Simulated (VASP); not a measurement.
Here is a VASP 6.6.1 calculation.

The input INCAR:

```
SYSTEM = Se
ALGO = Normal
EDIFF = 1E-7
EDIFFG = -0.005
ENCUT = 600
GGA = CA
IBRION = 2
ISIF = 3
ISMEAR = 1
LASPH = .TRUE.
LCHARG = .FALSE.
LREAL = .FALSE.
LWAVE = .FALSE.
NELM = 80
NSW = 90
PREC = Accurate
PSTRESS = 1480.0
SIGMA = 0.1
```

Contents of KPOINTS:

```
k-points
0
G
  17 17 17
  0 0 0
```

The input POSCAR:

```
Se                                      
1.0
    1.9380520890      1.1189348954      0.8693769233
   -1.9380520890      1.1189348954      0.8693769233
    0.0000000000     -2.2378697907      0.8693769233
  Se            
     1
Direct
     1.0000000000000000    0.0000000000000000    0.0000000000000000
```

Potentials or basis: VASP PAW LDA potentials, release 64 (Se).

The run is started by

```sh
$ cat potpaw_LDA.64/Se/POTCAR > POTCAR
$ mpirun -np 1 vasp_std > vasp.out
```

(1) Estimate the band gap on the k mesh.

Answers

(1) none (metal or under the smearing width).

Caveat: the relaxation stopped at its first step, so nothing moved.
